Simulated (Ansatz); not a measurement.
**How settings move the results for Ti**

```yaml
crystal:
  lattice:
    - [-1.62582, 1.62582, 1.62582]
    - [1.62582, -1.62582, 1.62582]
    - [1.62582, 1.62582, -1.62582]
  atoms:
    - { symbol: Ti, position: [0.00000, 0.00000, 0.00000] }
```

Conventional cell: a = 3.252 Å, b = 3.252 Å, c = 3.252 Å, α = 90.00°, β = 90.00°, γ = 90.00°. Around Ti (atom 1) lie 8 Ti at 2.82 Å.

Structure from Materials Project entry mp-73 (possibly hypothetical), not relaxed further.

Level of theory: DFT, r2SCAN, PAW with Ansatz's default frozen-core files, scalar-relativistic (Ansatz 0.2.0).

Settings: a Γ-centred 18×18×18 k mesh, Fermi–Dirac smearing of 0.05 eV, cutoff 500 eV, no spin polarisation; the PAW files were made with PBE, and the program remakes their frozen cores for this functional. One setting is then changed at a time.

P includes the program's estimate of the Pulay (finite-basis) term, listed apart; without it the pressure would be far more sensitive to the cutoff.

```json
{"PAW cutoff (eV)": "500 (base)", "free energy less the base's (meV/atom)": "0.0", "P (GPa)": "0.06", "Pulay term in P (GPa)": "0.08"}
{"PAW cutoff (eV)": "200", "free energy less the base's (meV/atom)": "5207", "P (GPa)": "2.21", "Pulay term in P (GPa)": "209.96"}
{"PAW cutoff (eV)": "250", "free energy less the base's (meV/atom)": "908", "P (GPa)": "-1.37", "Pulay term in P (GPa)": "53.30"}
{"PAW cutoff (eV)": "300", "free energy less the base's (meV/atom)": "112", "P (GPa)": "-0.26", "Pulay term in P (GPa)": "9.90"}
{"PAW cutoff (eV)": "350", "free energy less the base's (meV/atom)": "8.5", "P (GPa)": "-0.03", "Pulay term in P (GPa)": "0.91"}
{"PAW cutoff (eV)": "500", "free energy less the base's (meV/atom)": "0.0", "P (GPa)": "0.06", "Pulay term in P (GPa)": "0.08"}
```
